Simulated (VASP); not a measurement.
# CaO in VASP: one cell, several levels of theory, part 2 of 3

The system is CaO in the CsCl structure, a generated structure that needn't be the ground state.

VASP 6.6.1, plane waves, PAW. Earlier steps stand in the parts before.

**4. Single point with LDA**

The input, INCAR:

```
ENCUT = 520.000000
SIGMA = 0.010000
EDIFF = 1.00e-07
GGA = CA
PREC = Accurate
IBRION = -1
ISIF = 2
ISMEAR = 0
NBANDS = 15
NELM = 120
NSW = 0
LASPH = .TRUE.
LCHARG = .TRUE.
LELF = .TRUE.
LWAVE = .FALSE.
LREAL = .FALSE.
```

The input, KPOINTS:

```
KPOINTS created by Atomic Simulation Environment
0
Gamma
8 8 8
0 0 0
```

The input, KPOINTS_OPT:

```
special points
4
Reciprocal
0.0000000000 0.0000000000 0.0000000000 1
0.0000000000 0.5000000000 0.0000000000 1
0.5000000000 0.5000000000 0.0000000000 1
0.5000000000 0.5000000000 0.5000000000 1
```

The input, POSCAR:

```
Ca O
 1.0000000000000000
     2.9032089642333831    0.0000000000000000   -0.0000000000000000
    -0.0000000000000000    2.9032089642333831    0.0000000000000000
    -0.0000000000000000    0.0000000000000000    2.9032089642333831
 Ca  O
   1   1
Cartesian
  0.0000000000000000 -0.0000000000000000 -0.0000000000000000
  1.4516044821166916  1.4516044821166916  1.4516044821166916
```

The run uses the recommended LDA PAW datasets (16 valence electrons a neutral cell).

The run is started by

```console
$ mpirun -np 1 vasp_std
```

Printed to the terminal (iteration lines stand in OSZICAR):

```text
POSCAR found type information on POSCAR CaO
 POSCAR found :  2 types and       2 ions
 LDA part: xc-table for (Slater(with rela. corr.)+CA(PZ))
 , standard interpolation
 POSCAR, INCAR and KPOINTS ok, starting setup
 FFT: planning ... GRIDC
 FFT: planning ... GRID_SOFT
 FFT: planning ... GRID
 WAVECAR not read
 entering main loop
 Start KPOINTS_OPT (optional k-point list driver)
k-point batch [1-4\4]
```

OSZICAR:

```text
N       E                     dE             d eps       ncg     rms          rms(c)
DAV:   1     0.114505779692E+03    0.11451E+03   -0.83544E+03  1050   0.110E+03
DAV:   2    -0.105846923496E+02   -0.12509E+03   -0.11806E+03  1331   0.290E+02
DAV:   3    -0.147710899452E+02   -0.41864E+01   -0.41638E+01  1198   0.551E+01
DAV:   4    -0.148670054755E+02   -0.95916E-01   -0.95884E-01  1546   0.733E+00
DAV:   5    -0.148678301083E+02   -0.82463E-03   -0.82463E-03  1198   0.588E-01    0.807E+00
DAV:   6    -0.134451997807E+02    0.14226E+01   -0.33900E+00  1170   0.200E+01    0.338E+00
DAV:   7    -0.133511125054E+02    0.94087E-01   -0.35023E-01  1198   0.603E+00    0.169E+00
DAV:   8    -0.133118565183E+02    0.39256E-01   -0.95141E-02  1358   0.293E+00    0.375E-01
DAV:   9    -0.133109570815E+02    0.89944E-03   -0.66537E-03  1240   0.742E-01    0.913E-02
DAV:  10    -0.133110348482E+02   -0.77767E-04   -0.64790E-04  1316   0.314E-01    0.665E-02
DAV:  11    -0.133109758330E+02    0.59015E-04   -0.76434E-05  1294   0.117E-01    0.130E-02
DAV:  12    -0.133109733107E+02    0.25223E-05   -0.17593E-05  1452   0.429E-02    0.399E-03
DAV:  13    -0.133109732588E+02    0.51870E-07   -0.82258E-07  1127   0.892E-03
   1 F= -.13310973E+02 E0= -.13310973E+02  d E =-.366292E-44
       N       E                     dE             ncg
DAV:   1     0.394759104136E+03   -0.21221E+04      120
DAV:   2    -0.928753588283E+02   -0.48763E+03      162
DAV:   3    -0.108043917631E+03   -0.15169E+02      142
DAV:   4    -0.108370758517E+03   -0.32684E+00      165
DAV:   5    -0.108372509866E+03   -0.17513E-02      156
DAV:   6    -0.108372522866E+03   -0.13000E-04      172
DAV:   7    -0.108372522913E+03   -0.47083E-07      119
```

Parts of OUTCAR:

```text
k-points           NKPTS =     35   k-points in BZ     NKDIM =     35   number of bands    NBANDS=     15

   NELECT =      16.0000    total number of electrons

   dimension x,y,z NGX =    24 NGY =   24 NGZ =   24
   dimension x,y,z NGXF=    48 NGYF=   48 NGZF=   48

  energy-cutoff  :      520.00
  volume of cell :       24.47
      direct lattice vectors                 reciprocal lattice vectors
     2.903208964  0.000000000  0.000000000     0.344446443  0.000000000  0.000000000
     0.000000000  2.903208964  0.000000000     0.000000000  0.344446443  0.000000000
     0.000000000  0.000000000  2.903208964     0.000000000  0.000000000  0.344446443

 k-points in reciprocal lattice and weights: KPOINTS created by Atomic Simulation Env
   0.00000000  0.00000000  0.00000000       0.002
   0.12500000  0.00000000  0.00000000       0.012
   0.25000000  0.00000000  0.00000000       0.012
   0.37500000  0.00000000  0.00000000       0.012
   0.50000000  0.00000000  0.00000000       0.006
   0.12500000  0.12500000  0.00000000       0.023
   0.25000000  0.12500000  0.00000000       0.047
   0.37500000  0.12500000  0.00000000       0.047
[... 27 more k-points ...]

 E-fermi :   3.9622

 k-point     1 :       0.0000    0.0000    0.0000
  band No.  band energies     occupation
      1     -34.8528      2.00000
      2     -15.5617      2.00000
      3     -15.5617      2.00000
      4     -15.5617      2.00000
      5     -12.2755      2.00000
      6       3.5611      2.00000
      7       3.5611      2.00000
      8       3.5611      2.00000
      9       6.4583      0.00000
     10       6.4583      0.00000
     11       8.9456      0.00000
     12      12.3301      0.00000
     13      12.3301      0.00000
     14      12.3301      0.00000
     15      23.0368      0.00000

 k-point     2 :       0.1250    0.0000    0.0000
  band No.  band energies     occupation
      1     -34.8265      2.00000
      2     -15.8475      2.00000
      3     -15.5423      2.00000
      4     -15.5423      2.00000
      5     -12.0492      2.00000
      6       2.7836      2.00000
      7       3.4890      2.00000
      8       3.4890      2.00000
      9       6.5867      0.00000
     10       7.1716      0.00000
     11       9.5942      0.00000
     12      12.2574      0.00000
     13      12.2574      0.00000
     14      12.3731      0.00000
     15      22.0788      0.00000

 k-point     3 :       0.2500    0.0000    0.0000
  band No.  band energies     occupation
      1     -34.7622      2.00000
      2     -16.4378      2.00000
      3     -15.4950      2.00000
      4     -15.4950      2.00000
      5     -11.5816      2.00000
      6       1.4387      2.00000
      7       3.3099      2.00000
      8       3.3099      2.00000
      9       6.9220      0.00000
     10       8.7335      0.00000
     11      10.9796      0.00000
     12      12.1220      0.00000
     13      12.1220      0.00000
     14      12.4790      0.00000
     15      20.2590      0.00000

 k-point     4 :       0.3750    0.0000    0.0000
  band No.  band energies     occupation
      1     -34.6967      2.00000
      2     -16.9444      2.00000
      3     -15.4471      2.00000
      4     -15.4471      2.00000
      5     -11.1648      2.00000
      6       0.3777      2.00000
      7       3.1244      2.00000
      8       3.1244      2.00000
      9       7.3021      0.00000
     10      10.3419      0.00000
     11      12.0372      0.00000
     12      12.0372      0.00000
     13      12.5880      0.00000
     14      12.5938      0.00000
     15      18.7602      0.00000

 k-point     5 :       0.5000    0.0000    0.0000
  band No.  band energies     occupation
      1     -34.6691      2.00000
      2     -17.1381      2.00000
      3     -15.4271      2.00000
      4     -15.4271      2.00000
      5     -10.9980      2.00000
      6      -0.0209      2.00000
      7       3.0460      2.00000
      8       3.0460      2.00000
      9       7.4766      0.00000
     10      10.9865      0.00000
     11      12.0153      0.00000
     12      12.0153      0.00000
     13      12.6342      0.00000
     14      13.7466      0.00000
     15      17.7257      0.00000

[... the tables of k-points 6 to 35 left out ...]

  Total       -0.9192903     -0.9192903     -0.9192903      0.0000000     -0.0000000      0.0000000
  in kB      -60.1905563    -60.1905563    -60.1905563      0.0000000     -0.0000000      0.0000000
  external PRESSURE =     -60.1905563 kB  Pullay stress =       0.0000000 kB

 POSITION                                       TOTAL-FORCE (eV/Angst)
 -----------------------------------------------------------------------------------
      0.00000      0.00000      0.00000         0.000000      0.000000      0.000000
      1.45160      1.45160      1.45160         0.000000      0.000000      0.000000
 -----------------------------------------------------------------------------------
    total drift:                                0.000000      0.000000     -0.000000

  FREE ENERGIE OF THE ION-ELECTRON SYSTEM (eV)
  ---------------------------------------------------
  free  energy   TOTEN  =       -13.3109732588 eV

  energy  without entropy=      -13.3109732588  energy(sigma->0) =      -13.31097326
```

Hardware: 1 MPI rank of Intel Xeon 6975P-C, shared host.

The levels at the points of KPOINTS_OPT are read from vasprun.xml.

Band energies at the special points (eV, zero at the top of v, the last band that the electrons fill by count):

```csv
point,v−1,v,c,c+1
Γ,-0.31,-0.31,2.59,2.59
X,-0.82,-0.82,3.61,7.12
M,-2.13,0.00,3.72,4.69
R,-3.50,-3.50,7.94,7.94
```

The LDA gap is 2.59 eV and indirect (M to Γ), with 2.90 eV as the least direct one. Pressure: -6.02 GPa; the forces vanish within 0.01 eV/Å.

**5. PBEsol at this geometry**

The input, INCAR:

```
ENCUT = 520.000000
SIGMA = 0.010000
EDIFF = 1.00e-07
GGA = PS
PREC = Accurate
IBRION = -1
ISIF = 2
ISMEAR = 0
NBANDS = 15
NELM = 120
NSW = 0
LASPH = .TRUE.
LCHARG = .FALSE.
LWAVE = .FALSE.
LREAL = .FALSE.
```

KPOINTS is that of step 4.

KPOINTS_OPT is that of step 4.

POSCAR is that of step 4.

Potentials: the recommended PBE PAW datasets, 16 valence electrons in the neutral cell.

The run is started by

```console
$ mpirun -np 1 vasp_std
```

Printed to the terminal (iteration lines stand in OSZICAR):

```text
POSCAR found type information on POSCAR CaO
 POSCAR found :  2 types and       2 ions
 -----------------------------------------------------------------------------
|                                                                             |
|                                                                             |
|     You enforced a specific xc type in the INCAR file but a different       |
|     I HOPE YOU KNOW WHAT YOU ARE DOING!                                     |
|                                                                             |
 -----------------------------------------------------------------------------

 LDA part: xc-table for (Slater+PW92), standard interpolation
 POSCAR, INCAR and KPOINTS ok, starting setup
 FFT: planning ... GRIDC
 FFT: planning ... GRID_SOFT
 FFT: planning ... GRID
 WAVECAR not read
 entering main loop
 Start KPOINTS_OPT (optional k-point list driver)
k-point batch [1-4\4]
```

OSZICAR:

```text
N       E                     dE             d eps       ncg     rms          rms(c)
DAV:   1     0.115563298485E+03    0.11556E+03   -0.83535E+03  1050   0.110E+03
DAV:   2    -0.957995498544E+01   -0.12514E+03   -0.11809E+03  1345   0.291E+02
DAV:   3    -0.137843457873E+02   -0.42044E+01   -0.41839E+01  1170   0.553E+01
DAV:   4    -0.138816487832E+02   -0.97303E-01   -0.97242E-01  1559   0.736E+00
DAV:   5    -0.138827544681E+02   -0.11057E-02   -0.11057E-02  1184   0.654E-01    0.768E+00
DAV:   6    -0.125847616440E+02    0.12980E+01   -0.29394E+00  1191   0.193E+01    0.321E+00
DAV:   7    -0.125174195737E+02    0.67342E-01   -0.30173E-01  1191   0.559E+00    0.165E+00
DAV:   8    -0.124908630102E+02    0.26557E-01   -0.85004E-02  1344   0.288E+00    0.377E-01
DAV:   9    -0.124897325036E+02    0.11305E-02   -0.69014E-03  1233   0.773E-01    0.101E-01
DAV:  10    -0.124899452459E+02   -0.21274E-03   -0.65749E-04  1330   0.313E-01    0.428E-02
DAV:  11    -0.124899198698E+02    0.25376E-04   -0.93483E-05  1301   0.139E-01    0.200E-02
DAV:  12    -0.124899198800E+02   -0.10152E-07   -0.79868E-06  1218   0.362E-02    0.282E-03
DAV:  13    -0.124899200348E+02   -0.15483E-06   -0.58543E-07  1368   0.767E-03    0.643E-04
DAV:  14    -0.124899200130E+02    0.21794E-07   -0.16643E-08   876   0.155E-03
   1 F= -.12489920E+02 E0= -.12489920E+02  d E =-.784498E-95
       N       E                     dE             ncg
DAV:   1     0.400377297469E+03   -0.21164E+04      120
DAV:   2    -0.893007439908E+02   -0.48968E+03      162
DAV:   3    -0.104644824471E+03   -0.15344E+02      142
DAV:   4    -0.104979253315E+03   -0.33443E+00      165
DAV:   5    -0.104981071593E+03   -0.18183E-02      156
DAV:   6    -0.104981084738E+03   -0.13146E-04      165
DAV:   7    -0.104981084788E+03   -0.49079E-07      126
```

OUTCAR, selected sections:

```text
k-points           NKPTS =     35   k-points in BZ     NKDIM =     35   number of bands    NBANDS=     15

   NELECT =      16.0000    total number of electrons

   dimension x,y,z NGX =    24 NGY =   24 NGZ =   24
   dimension x,y,z NGXF=    48 NGYF=   48 NGZF=   48

  energy-cutoff  :      520.00
  volume of cell :       24.47
      direct lattice vectors                 reciprocal lattice vectors
     2.903208964  0.000000000  0.000000000     0.344446443  0.000000000  0.000000000
     0.000000000  2.903208964  0.000000000     0.000000000  0.344446443  0.000000000
     0.000000000  0.000000000  2.903208964     0.000000000  0.000000000  0.344446443

 k-points in reciprocal lattice and weights: KPOINTS created by Atomic Simulation Env
   0.00000000  0.00000000  0.00000000       0.002
   0.12500000  0.00000000  0.00000000       0.012
   0.25000000  0.00000000  0.00000000       0.012
   0.37500000  0.00000000  0.00000000       0.012
   0.50000000  0.00000000  0.00000000       0.006
   0.12500000  0.12500000  0.00000000       0.023
   0.25000000  0.12500000  0.00000000       0.047
   0.37500000  0.12500000  0.00000000       0.047
[... 27 more k-points ...]

 E-fermi :   4.1798

 k-point     1 :       0.0000    0.0000    0.0000
  band No.  band energies     occupation
      1     -35.0084      2.00000
      2     -15.5200      2.00000
      3     -15.5200      2.00000
      4     -15.5200      2.00000
      5     -12.3385      2.00000
      6       3.7275      2.00000
      7       3.7275      2.00000
      8       3.7275      2.00000
      9       6.7198      0.00000
     10       6.7198      0.00000
     11       9.1200      0.00000
     12      12.5375      0.00000
     13      12.5375      0.00000
     14      12.5375      0.00000
     15      23.1991      0.00000

 k-point     2 :       0.1250    0.0000    0.0000
  band No.  band energies     occupation
      1     -34.9831      2.00000
      2     -15.8022      2.00000
      3     -15.5009      2.00000
      4     -15.5009      2.00000
      5     -12.1144      2.00000
      6       2.9532      2.00000
      7       3.6567      2.00000
      8       3.6567      2.00000
      9       6.8488      0.00000
     10       7.4250      0.00000
     11       9.7749      0.00000
     12      12.4658      0.00000
     13      12.4658      0.00000
     14      12.5802      0.00000
     15      22.2562      0.00000

 k-point     3 :       0.2500    0.0000    0.0000
  band No.  band energies     occupation
      1     -34.9211      2.00000
      2     -16.3838      2.00000
      3     -15.4548      2.00000
      4     -15.4548      2.00000
      5     -11.6538      2.00000
      6       1.6109      2.00000
      7       3.4808      2.00000
      8       3.4808      2.00000
      9       7.1855      0.00000
     10       8.9757      0.00000
     11      11.1718      0.00000
     12      12.3325      0.00000
     13      12.3325      0.00000
     14      12.6854      0.00000
     15      20.4530      0.00000

 k-point     4 :       0.3750    0.0000    0.0000
  band No.  band energies     occupation
      1     -34.8580      2.00000
      2     -16.8821      2.00000
      3     -15.4079      2.00000
      4     -15.4079      2.00000
      5     -11.2453      2.00000
      6       0.5542      2.00000
      7       3.2987      2.00000
      8       3.2987      2.00000
      9       7.5676      0.00000
     10      10.5764      0.00000
     11      12.2488      0.00000
     12      12.2488      0.00000
     13      12.7884      0.00000
     14      12.7938      0.00000
     15      18.9615      0.00000

 k-point     5 :       0.5000    0.0000    0.0000
  band No.  band energies     occupation
      1     -34.8316      2.00000
      2     -17.0724      2.00000
      3     -15.3884      2.00000
      4     -15.3884      2.00000
      5     -11.0824      2.00000
      6       0.1581      2.00000
      7       3.2216      2.00000
      8       3.2216      2.00000
      9       7.7432      0.00000
     10      11.2199      0.00000
     11      12.2273      0.00000
     12      12.2273      0.00000
     13      12.8396      0.00000
     14      13.9296      0.00000
     15      17.9686      0.00000

[... the tables of k-points 6 to 35 left out ...]

  Total       -0.1673964     -0.1673964     -0.1673964      0.0000000      0.0000000      0.0000000
  in kB      -10.9602822    -10.9602822    -10.9602822      0.0000000      0.0000000      0.0000000
  external PRESSURE =     -10.9602822 kB  Pullay stress =       0.0000000 kB

 POSITION                                       TOTAL-FORCE (eV/Angst)
 -----------------------------------------------------------------------------------
      0.00000      0.00000      0.00000         0.000000      0.000000      0.000000
      1.45160      1.45160      1.45160         0.000000      0.000000      0.000000
 -----------------------------------------------------------------------------------
    total drift:                                0.000000      0.000000     -0.000000

  FREE ENERGIE OF THE ION-ELECTRON SYSTEM (eV)
  ---------------------------------------------------
  free  energy   TOTEN  =       -12.4899200130 eV

  energy  without entropy=      -12.4899200130  energy(sigma->0) =      -12.48992001
```

Hardware: 1 MPI rank of Intel Xeon 6975P-C, shared host.

The levels at the points of KPOINTS_OPT are read from vasprun.xml.

Band energies at the special points (eV, zero at the top of v, the last band that the electrons fill by count):

```csv
point,v−1,v,c,c+1
Γ,-0.31,-0.31,2.68,2.68
X,-0.81,-0.81,3.71,7.18
M,-2.14,0.00,3.81,4.71
R,-3.49,-3.49,7.98,7.98
```

Gap with PBEsol: 2.68 eV, valence top at M, conduction bottom at Γ. Least direct gap: 2.99 eV. Pressure: -1.10 GPa; the forces vanish within 0.01 eV/Å.

(Continued in part 3 of 3.)
